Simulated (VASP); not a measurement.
Write the native input for VASP 6.6.1 that does the following.

| Item | Value |
| --- | --- |
| Task | single point |
| Functional | PBEsol |
| Potentials or basis | VASP PAW PBE potentials, release 64 (K_sv, F) |
| Cutoff | 520 eV |
| k mesh | 8 × 8 × 8 |
| Occupations | gaussian, width 0.02 eV |
| Spin | no spin polarisation |
| Further INCAR settings | ALGO = Fast; EDIFF = 1e-06; NBANDS = 15 |

The structure of KF lies in POSCAR:

```
KF
3.259
    0.999986192083      0.000000000000      0.000000000000
    0.000000000000      0.999986192083      0.000000000000
    0.000000000000      0.000000000000      0.999986192083
K F
1 1
Direct
    0.0000000000      0.0000000000      0.0000000000
    0.5000000000      0.5000000000      0.5000000000
```

The cell comes from a database or a generator and needn't be the stable form of this composition.

One way to write it, as run:

INCAR

```
SYSTEM = KF
PREC     = Accurate       ! precision mode
ENCUT    = 520            ! plane-wave cutoff, eV
EDIFF    = 1E-6           ! SCF threshold, eV
ISMEAR   = 0              ! smearing method
SIGMA    = 0.02           ! smearing width, eV
LREAL    = .FALSE.        ! projectors in reciprocal space
LASPH    = .TRUE.         ! aspherical terms in the spheres
NELM     = 60             ! most SCF steps
ALGO     = Fast           ! electronic algorithm
ISIF     = 2              ! what is computed and relaxed
LWAVE    = .FALSE.        ! write WAVECAR
LCHARG   = .TRUE.         ! write CHGCAR
GGA      = PS             ! functional
LELF     = .TRUE.         ! ELF
LVHAR    = .TRUE.       
NBANDS   = 15             ! bands
```

KPOINTS

```
regular mesh
0
G
  8 8 8
  0 0 0
```

Potentials or basis: VASP PAW PBE potentials, release 64 (K_sv, F).

Launch:

```console
$ cat potpaw_PBE.64/K_sv/POTCAR potpaw_PBE.64/F/POTCAR > POTCAR
$ mpirun -np 1 vasp_std > vasp.out
```

Results of the run:

* Pressure: -2.5 GPa
* Band gap on the k mesh: 6.10 eV, indirect (least direct gap 6.15 eV)

Caveat: the PAW data sets were made with another functional, which shifts forces and pressure a little.

It took 10 s on 1 thread of AMD EPYC 9R45 (Zen 5), with other jobs on the host, peak memory 0.11 GiB.
